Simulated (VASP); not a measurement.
Write the native input for VASP 6.6.1 that does the following.

```yaml
Task: single point
Functional: PBE
Potentials_or_basis: VASP PAW PBE potentials, release 64 (Mo_sv, S)
Cutoff: 520 eV
k_mesh: 6 × 6 × 6
Occupations: gaussian, width 0.1 eV
Spin: no spin polarisation
Dipole_correction: no
Further_INCAR_settings: ALGO = Normal; EDIFF = 1e-06; NBANDS = 24
```

The structure of Mo2S lies in POSCAR:

```
Mo2S
1.0
    4.2554641914      0.0000000000      0.0000000000
   -2.1277320957      3.6853400946      0.0000000000
    0.0000000000      0.0000000000      3.0582427855
Mo S
2 1
Direct
    0.3333333333      0.6666666667      0.5000000000
    0.6666666667      0.3333333333      0.5000000000
    0.0000000000      0.0000000000      0.0000000000
```

The cell was built by a generator and needn't be a form met in nature.

These files were run (other wordings do the same):

INCAR

```
ALGO = Normal
EDIFF = 1E-6
ENCUT = 520
GGA = PE
ISIF = 2
ISMEAR = 0
LASPH = True
LCHARG = False
LREAL = False
LWAVE = False
NBANDS = 24
NELM = 100
PREC = Accurate
SIGMA = 0.1
```

KPOINTS

```
k-points
0
Gamma
  6 6 6
```

Potentials or basis: VASP PAW PBE potentials, release 64 (Mo_sv, S).

The run is started by

```sh
$ cat potpaw_PBE.64/Mo_sv/POTCAR potpaw_PBE.64/S/POTCAR > POTCAR
$ mpirun -np 1 vasp_std > vasp.out
```

Results of the run:

The pressure is 0.5 GPa and the band gap on the k mesh is none (metal or under the smearing width).

It took 38 s on 1 thread of AMD EPYC 7R43 64-Core Processor (Zen 3), on a shared host, peak memory 0.14 GiB.
